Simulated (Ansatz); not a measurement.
# TiPbO3: the cost of one run

Program: Ansatz 0.2.0. Level of theory: DFT PBE with spin–orbit coupling, plane waves, PAW. These are calculated values, not measurements.

2 further runs of the same task are left out: 2 set aside as unsound or not needed.

## 1. The starting structure

It takes space group Pm-3m (No. 221, cubic). Conventional cell: a = 3.967 Å, b = 3.967 Å, c = 3.967 Å, α = 90.00°, β = 90.00°, γ = 90.00°. Pb (site symmetry m-3m) has 12 O at 2.81 Å as nearest neighbours. Around Ti (site symmetry m-3m) lie 6 O at 1.98 Å. O (site symmetry 4/mmm) has 2 Ti at 1.98 Å and 4 Pb at 2.81 Å as nearest neighbours.

Structure file:

```cif
data_structure
_symmetry_space_group_name_H-M 'P 1'
_symmetry_Int_Tables_number 1
_cell_length_a 3.9674
_cell_length_b 3.9674
_cell_length_c 3.9674
_cell_angle_alpha 90.000
_cell_angle_beta 90.000
_cell_angle_gamma 90.000
_cell_volume 62.45
loop_
_atom_site_label
_atom_site_type_symbol
_atom_site_fract_x
_atom_site_fract_y
_atom_site_fract_z
_atom_site_occupancy
Pb1 Pb 0.00000 0.00000 0.00000 1
Ti1 Ti 0.50000 0.50000 0.50000 1
O1 O 0.00000 0.50000 0.50000 1
O2 O 0.50000 0.50000 0.00000 1
O3 O 0.50000 0.00000 0.50000 1
```

The cell is the measured one, not relaxed. An earlier run on this cell at PBE, without spin–orbit coupling gave -0.12 GPa at 12.490 Å³/atom (8×8×8 mesh), gap on the mesh 1.66 eV.

## 2. Spin-orbit coupling: topological invariants

Input file input.yaml:

```yaml
crystal:
  lattice:
    - [3.9674017265, 0.0, 0.0]
    - [0.0, 3.9674017265, 0.0]
    - [0.0, 0.0, 3.9674017265]
  atoms:
    - { symbol: Pb, position: [0.0, 0.0, 0.0] }
    - { symbol: Ti, position: [0.5, 0.5, 0.5] }
    - { symbol: O, position: [0.0, 0.5, 0.5] }
    - { symbol: O, position: [0.5, 0.5, 0.0] }
    - { symbol: O, position: [0.5, 0.0, 0.5] }
basis:
  ecutwfc: 420
  ecutrho_ratio: 4
kpoints:
  mp_grid: { grid: [6, 6, 6] }
hamiltonian:
  xc: pbe
scf:
  occupations: { method: gaussian, width: 0.05 }
output:
  forces: true
  stress: true
  eigenvalues: true
  populations: true
  topological_invariants: true
magnetization:
  noncollinear: true
  spin_orbit: true
```

Run with:

```console
$ ansatz run input.yaml --threads 8 --pin off --max-ram 15360MiB --backend cpu --events-out ev --progress --plain --runs-dir out
```

What time and memory should one allow on 8 threads of AMD EPYC (Zen 3), shared host?

About 28 s, with a peak of 1 GiB.
